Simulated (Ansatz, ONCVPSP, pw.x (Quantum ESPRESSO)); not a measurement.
**pw.x on fcc Ta: one setting changed**

Potential: optimised norm-conserving Vanderbilt (ONCV), ONCVPSP 4.0.1.1 (patched build), PBE; core [Kr] 4d10 4f14, reference 5s2 5p6 5d3 6s2; waves: 5s+6s: rc 1.45 bohr, ncon 4, nbas 8, qcut 7.9 1/bohr, 2 projectors; 5p: rc 1.40 bohr, ncon 4, nbas 7, qcut 6.5 1/bohr, 2 projectors, debl 2.2 Ha; 5d: rc 2.05 bohr, ncon 4, nbas 7, qcut 5 1/bohr, 2 projectors, debl 3.3 Ha; local part: polynomial inside 1.35 bohr (lpopt 4, dvloc0 4 Ha); core correction: polynomial model core, fcfact 0.7.

The reference run (k-mesh 13³, cutoffs 170/680 Ry, Fermi–Dirac 0.01 Ry, mixing_beta 0.4, conv_thr 1e-9, no spin) gives -2.67 GPa at 18.931 Å³/atom, where all-electron LAPW gives -0.85 GPa. This run, with its own iteration cap, changes smearing to mp.

```
&control
  calculation='scf', prefix='x', pseudo_dir='./', outdir='./tmp', tstress=.true., disk_io='none'
/
&system
  ibrav=0, nat=1, ntyp=1, ecutwfc=170, ecutrho=680, nbnd=14,
  occupations='smearing', smearing='mp', degauss=0.01
/
&electrons
  conv_thr=1e-09, mixing_beta=0.4, electron_maxstep=50
/
ATOMIC_SPECIES
Ta 1.0 Ta.UPF
CELL_PARAMETERS angstrom
  0.00000000 2.11534489 2.11534489
  2.11534489 0.00000000 2.11534489
  2.11534489 2.11534489 0.00000000
ATOMIC_POSITIONS crystal
Ta 0.0000 0.0000 0.0000
K_POINTS automatic
13 13 13 0 0 0
```

```bash
pw.x < Ta.scf.in > Ta.scf.out
```

How does the run end?

It converges in 7 iterations; the free energy moves by +34.9 meV/atom and the pressure by -0.18 GPa. This scheme is built to cancel the term in the square of the width that Fermi–Dirac smearing leaves in the F of a metal.

```
Message from routine setup:
     using ibrav=0 with symmetry is DISCOURAGED, use correct ibrav instead
     lattice parameter (alat)  =       5.6532  a.u.
     unit-cell volume          =     127.7527 (a.u.)^3
     number of electrons       =        13.00
     number of Kohn-Sham states=           14
     kinetic-energy cutoff     =     170.0000  Ry
     charge density cutoff     =     680.0000  Ry
     scf convergence threshold =      1.0E-09
     Exchange-correlation= PBE
     number of k points=    84  Methfessel-Paxton smearing, width (Ry)=  0.0100
     iteration #  1     ecut=   170.00 Ry     beta= 0.40
     total energy              =    -157.63457349 Ry
     estimated scf accuracy    <       0.03126480 Ry
     iteration #  2     ecut=   170.00 Ry     beta= 0.40
     total energy              =    -157.63430404 Ry
     estimated scf accuracy    <       0.00567866 Ry
     iteration #  3     ecut=   170.00 Ry     beta= 0.40
     total energy              =    -157.63497030 Ry
     estimated scf accuracy    <       0.00026357 Ry
     iteration #  4     ecut=   170.00 Ry     beta= 0.40
     total energy              =    -157.63498632 Ry
     estimated scf accuracy    <       0.00000541 Ry
     iteration #  5     ecut=   170.00 Ry     beta= 0.40
     total energy              =    -157.63498798 Ry
     estimated scf accuracy    <       0.00000042 Ry
     iteration #  6     ecut=   170.00 Ry     beta= 0.40
     total energy              =    -157.63498806 Ry
     estimated scf accuracy    <          3.6E-09 Ry
     iteration #  7     ecut=   170.00 Ry     beta= 0.40
     the Fermi energy is    17.8252 ev
!    total energy              =    -157.63498806 Ry
     estimated scf accuracy    <          3.0E-10 Ry
     smearing contrib. (-TS)   =       0.00006017 Ry
     The total energy is F=E-TS. E is the sum of the following terms:
     one-electron contribution =     -17.05639092 Ry
     hartree contribution      =      14.79640488 Ry
     xc contribution           =     -58.45739958 Ry
     ewald contribution        =     -96.91766260 Ry
     convergence has been achieved in   7 iterations
          total   stress  (Ry/bohr**3)                   (kbar)     P=      -28.54
     Message from routine punch:
     Nothing written, as per user request (disk_io='none')
```

The run took about 1.9 min on one core of a shared host (Neoverse-N1, 64 threads, 124 GiB, load 60).
